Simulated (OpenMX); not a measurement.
The system is PbO.

```
Pb O
1.0
     5.87600    0.00000    0.00000
     0.00000    5.47600    0.00000
     0.00000    0.00000    4.74300
Pb O
4 4
Direct
  0.76900 0.51400 0.25000
  0.23100 0.48600 0.75000
  0.76900 0.98600 0.75000
  0.23100 0.01400 0.25000
  0.13200 0.58200 0.25000
  0.86800 0.41800 0.75000
  0.13200 0.91800 0.75000
  0.86800 0.08200 0.25000
```

Base run:

- Program: OpenMX 3.8.5
- Functional: PBE
- Potentials or basis: OpenMX 2013 PBE set, Pb8.0-s3p2d2f1, O6.0-s2p2d1, grid cutoff 500 Ry
- k mesh: 5 × 5 × 7
- Occupations: fermi-dirac, width 0.05 eV
- Spin: no spin polarisation

Its results: band gap on the k mesh 2.02 eV, indirect (least direct gap 2.28 eV); pressure 3.7 GPa; largest force 1.042 eV/Å.

**Question.** The run is repeated on the same cell with these changes: potentials or basis from OpenMX 2013 PBE set, Pb8.0-s3p2d2f1, O6.0-s2p2d1, grid cutoff 500 Ry to OpenMX 2013 PBE set, Pb8.0-s3p2d2, O6.0-s2p2, grid cutoff 500 Ry. What comes out?

**Answer.** Band gap on the k mesh 1.94 eV, indirect (least direct gap 2.24 eV); pressure 7.2 GPa; largest force 1.720 eV/Å.

Caveats: spin-orbit coupling is left out, which as a rule narrows the gap of such compounds by several tenths of an eV; the cell's inner coordinates are idealised or old, which leaves forces on the atoms; the basis of atomic orbitals isn't converged, which shifts pressures, moduli and gaps; an odd mesh through Γ misses points on the zone boundary, where band edges often lie (some runs).
